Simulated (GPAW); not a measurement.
A calculation with GPAW 26.7.0 of H (cli, Cartesian positions):

File H.xyz:

```xyz
1
Lattice="2.6496387389 0.0000000000 0.0000000000 0.0000000000 2.6496387389 0.0000000000 0.0000000000 0.0000000000 0.9804929200" Properties=species:S:1:pos:R:3 pbc="T T T"
H      0.0000000000      0.0000000000      0.4902464600
```

Potentials or basis: GPAW PAW data sets (gpaw-data 1.2.1), pw.

Launch:

```sh
$ OMP_NUM_THREADS=1 gpaw run H.xyz -p 'mode=PW(600),xc=PBE,kpts={size:(10,10,26),gamma:True},occupations={name:fermi-dirac,width:0.05},nbands=6,convergence={density:1e-05,energy:1e-05},maxiter=150,txt=gpaw.txt' --properties efs -w gs.gpw
```

Q: Write the same calculation in another form: ASE script, structure typed inline.

A: As run:

run.py

```python
from ase import Atoms
from ase.dft.bandgap import bandgap
from ase.io import write
from ase.units import GPa
from gpaw import GPAW, PW

atoms = Atoms(['H'],
              cell=[[2.6496387389, 0.0, 0.0],
                    [0.0, 2.6496387389, 0.0],
                    [0.0, 0.0, 0.98049292]],
              scaled_positions=[[0.0, 0.0, 0.5]],
              pbc=True)

calc = GPAW(mode=PW(600),
            xc='PBE',
            kpts={'size': (10, 10, 26), 'gamma': True},
            occupations={'name': 'fermi-dirac', 'width': 0.05},
            nbands=6,
            convergence={'density': 1e-05, 'energy': 1e-05},
            maxiter=150,
            txt='gpaw.txt')
atoms.calc = calc
energy = atoms.get_potential_energy()
forces = atoms.get_forces()
stress = atoms.get_stress()
calc.write('gs.gpw')
write('result.traj', atoms)
print(f'Energy: {energy:.6f} eV')
print('Forces (eV/A):')
print(forces.round(4))
print('Stress (GPa):', (stress / GPa).round(3))
print('Fermi level:', round(calc.get_fermi_level(), 4), 'eV')
print(f'Gap: {bandgap(calc)[0]:.4f} eV, direct: {bandgap(calc, direct=True)[0]:.4f} eV')
```

Potentials or basis: GPAW PAW data sets (gpaw-data 1.2.1), pw.

Launch:

```console
$ OMP_NUM_THREADS=1 python run.py
```

Both were run:

|  | cli, Cartesian positions | ASE script, structure typed inline |
| --- | --- | --- |
| Pressure | 1.6 GPa | 1.6 GPa |
| Band gap on the k mesh | none (metal or under the smearing width) | none (metal or under the smearing width) |

Keys that steer only the numerical path or the files written may differ.
